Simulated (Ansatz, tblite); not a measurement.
# Redistribution: C2H3BrF2 + CHF3 → C2H3F3 + CHBrF2

Species: C2H3BrF2 (2-bromo-1,1-difluoroethane) `FC(F)CBr`, singlet; CHF3 (trifluoromethane) `FC(F)F`, singlet; C2H3F3 (1,1,2-trifluoroethane) `FCC(F)F`, singlet; CHBrF2 (bromodifluoromethane) `FC(F)Br`, singlet. The partners trade Br for F; both sit on C, so the bond types are kept.

Shapes, held fixed at every level: PBE0-D4/def2-TZVP. Flexible molecules stand in one conformer, not always the lowest. Programs: Ansatz 0.2.0, tblite 0.8.0. Electronic energies: no zero-point or thermal term.

```tsv
level	kind	ΔE (kJ/mol)	less CCSD(T)/def2-TZVPP
GFN2-xTB	semi-empirical	+29.1	-38.7
HF/def2-TZVPP	Hartree–Fock	+69.4	+1.6
r2SCAN-D4/def2-TZVPP	meta-GGA	+60.3	-7.5
B3LYP-D4/def2-TZVPP	global hybrid	+56.5	-11.3
wB97M-V/def2-TZVPP	range-separated hybrid	+62.6	-5.2
wB97X-V/def2-TZVPP	range-separated hybrid	+61.7	-6.1
MP2/def2-TZVPP	perturbation theory	+71.7	+3.9
CCSD/def2-TZVPP	coupled cluster or CI	+68.4	+0.6
CCSD(T)/def2-TZVPP	coupled cluster or CI	+67.8	0.0
```

The highest level, CCSD(T)/def2-TZVPP, gives ΔE = +67.8 kJ/mol; the levels span +29.1 to +71.7. The column of differences is taken from that level and isn't an error. No measured value is set beside it here. Relativity is left out for Br. Outer-core shells of Br are correlated in most correlated rows, in sets that cover them unevenly.
